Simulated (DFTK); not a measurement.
Ge:

```xyz
2
Lattice="0.0000 2.8289 2.8289 2.8289 0.0000 2.8289 2.8289 2.8289 0.0000" Properties=species:S:1:pos:R:3 pbc="T T T"
Ge    4.2434    4.2434    4.2434
Ge    2.8289    2.8289    2.8289
```

```yaml
Program: DFTK 0.8.2
Task: relaxation of cell and atoms
Functional: LDA
Potentials_or_basis: SG15 1.2 (PBE)
Cutoff: 1415 eV
k_mesh: 4 × 4 × 4
Occupations: fermi-dirac, width 0.05 eV
Spin: no spin polarisation
```

At the start: pressure -3.6 GPa; volume 22.64 Å³/atom.

Task: How do energy, volume and symmetry change on relaxing?

Result: Over 5 steps the energy falls by 16.2 meV/atom and the volume is 21.39 Å³/atom (-5.5 %); space group Fd-3m (No. 227, to 0.05 Å).

The path:
```tsv
step	energy change (eV)	largest force (eV/Å)	pressure (GPa)	volume (Å³)
1	0.0000	0.0000	-3.64	45.28
2	-0.0189	0.0000	-2.65	44.33
3	-0.0284	0.0000	1.64	41.99
4	-0.0323	0.0000	-0.13	42.86
5	-0.0323	0.0004	-0.01	42.79
```

Final structure:
```
Ge
1.0
     0.00000    2.77609    2.77609
     2.77609    0.00000    2.77609
     2.77609    2.77609    0.00000
Ge
2
Direct
  0.75000 0.75000 0.75000
  0.50000 0.50000 0.50000
```

Caveat: the k mesh is coarse (spacing up to 0.48 Å⁻¹), so the values aren't converged; the potentials were made for another functional, which shifts forces and pressure.
